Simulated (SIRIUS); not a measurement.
W: equation of state with PBEsol

Crystal: W.

```xyz
1
Lattice="0.0000 2.0300 2.0300 2.0300 0.0000 2.0300 2.0300 2.0300 0.0000" Properties=species:S:1:pos:R:3 pbc="T T T"
W     0.0000    0.0000    0.0000
```

This isn't the form of W at room conditions, which is bcc.

| Quantity | Value |
| --- | --- |
| Program | SIRIUS 7.10.0 |
| Task | equation of state |
| Functional | PBEsol |
| Potentials or basis | PseudoDojo 0.4.1 PBEsol standard (scalar relativistic) |
| Cutoff | 1030 eV |
| Density cutoff | 4119 eV |
| k mesh | 11 × 11 × 11 |
| Occupations | fermi-dirac, width 0.05 eV |
| Spin | no spin polarisation |
| Libxc names | ["XC_GGA_X_PBE_SOL", "XC_GGA_C_PBE_SOL"] |
| Radial cutoff for the potentials' integrals | 6.5 bohr |

```yaml
Equilibrium_volume: 16.01 Å³/atom
Bulk_modulus: 314 GPa
Pressure_derivative_of_the_bulk_modulus: 4.5
```

Energy against volume, from the lowest point:
| volume (Å³/atom) | energy (meV/atom) |
| --- | --- |
| 15.727 | 4.87 |
| 16.062 | 0.00 |
| 16.396 | 8.56 |
| 16.731 | 29.16 |
| 17.065 | 60.50 |
| 17.400 | 101.43 |
| 17.735 | 150.87 |

All runs of the series together: 2.4 min on 1 thread of Arm Neoverse V1, on a shared host.

The run has no spin-orbit coupling, so splittings on W are missing.
